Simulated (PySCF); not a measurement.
Compound: C4H9N.
Bonds: C1–C2, C2–C3, C3–N4, N4–C5, C1–C5. Hydrogens: H6, H7 on C1; H8, H9 on C2; H10, H11 on C3; H12 on N4; H13, H14 on C5.

Computed by this run: PBE0-D3(BJ)/def2-SVP geometry optimisation, gas phase in PySCF 2.14.0; density fitting, grid level 1; the optimiser is geomeTRIC in internal coordinates, started from an MMFF94s structure with every atom displaced at random (about 0.03 Å).

At the end of the run (lengths in Å): C3–N4 1.453, N4–C5 1.454, C1–C5 1.547, C5–H14 1.104, C1–C2 1.544, C1–H7 1.101, C2–H9 1.100, C2–C1–C5 104.0°, C3–N4–C5 104.0°, C2–C3–N4 106.7°, C5–C1–C2–C3 4°, C1–C2–C3–N4 -25°, C2–C3–N4–C5 38°, H6–C1–C2–C3 123°, H13–C5–N4–C3 -160°.

Task: These geometries were met on the way; a selection of coordinates is given. Order them by energy above the end point, lowest first.
A. C3–N4 1.543, N4–C5 1.465, C1–C5 1.575, C5–H14 1.109, C1–C2 1.539, C1–H7 1.109, C2–H9 1.100, C2–C1–C5 106.2°, C3–N4–C5 101.7°, C2–C3–N4 108.6°, C5–C1–C2–C3 4°, C1–C2–C3–N4 -24°, C2–C3–N4–C5 35°, H6–C1–C2–C3 120°, H13–C5–N4–C3 -154°
B. C3–N4 1.453, N4–C5 1.454, C1–C5 1.547, C5–H14 1.104, C1–C2 1.544, C1–H7 1.101, C2–H9 1.101, C2–C1–C5 104.0°, C3–N4–C5 104.0°, C2–C3–N4 106.7°, C5–C1–C2–C3 4°, C1–C2–C3–N4 -25°, C2–C3–N4–C5 38°, H6–C1–C2–C3 123°, H13–C5–N4–C3 -160°
C. C3–N4 1.312, N4–C5 1.528, C1–C5 1.609, C5–H14 1.164, C1–C2 1.490, C1–H7 1.048, C2–H9 1.147, C2–C1–C5 101.7°, C3–N4–C5 106.1°, C2–C3–N4 106.8°, C5–C1–C2–C3 1°, C1–C2–C3–N4 -26°, C2–C3–N4–C5 40°, H6–C1–C2–C3 111°, H13–C5–N4–C3 -166°
D. C3–N4 1.507, N4–C5 1.457, C1–C5 1.550, C5–H14 1.103, C1–C2 1.543, C1–H7 1.101, C2–H9 1.099, C2–C1–C5 104.4°, C3–N4–C5 104.1°, C2–C3–N4 105.4°, C5–C1–C2–C3 4°, C1–C2–C3–N4 -25°, C2–C3–N4–C5 36°, H6–C1–C2–C3 123°, H13–C5–N4–C3 -156°
E. C3–N4 1.474, N4–C5 1.450, C1–C5 1.544, C5–H14 1.103, C1–C2 1.541, C1–H7 1.098, C2–H9 1.101, C2–C1–C5 103.9°, C3–N4–C5 103.8°, C2–C3–N4 106.2°, C5–C1–C2–C3 4°, C1–C2–C3–N4 -25°, C2–C3–N4–C5 37°, H6–C1–C2–C3 124°, H13–C5–N4–C3 -158°

Result: B (0.000 eV), E (0.012 eV), D (0.049 eV), A (0.189 eV), C (0.929 eV).

```tsv
step	E above end (eV)	rms distance from the end, all atoms (Å)	largest force (eV/Å)	rms shift of all bonds from the end (Å)
5	0.000	0.002	0.042	0.000
3	0.012	0.014	0.786	0.006
2	0.049	0.029	1.578	0.015
1	0.189	0.057	2.414	0.026
0	0.929	0.080	7.531	0.058
```

Rows stand in the order of the answer.
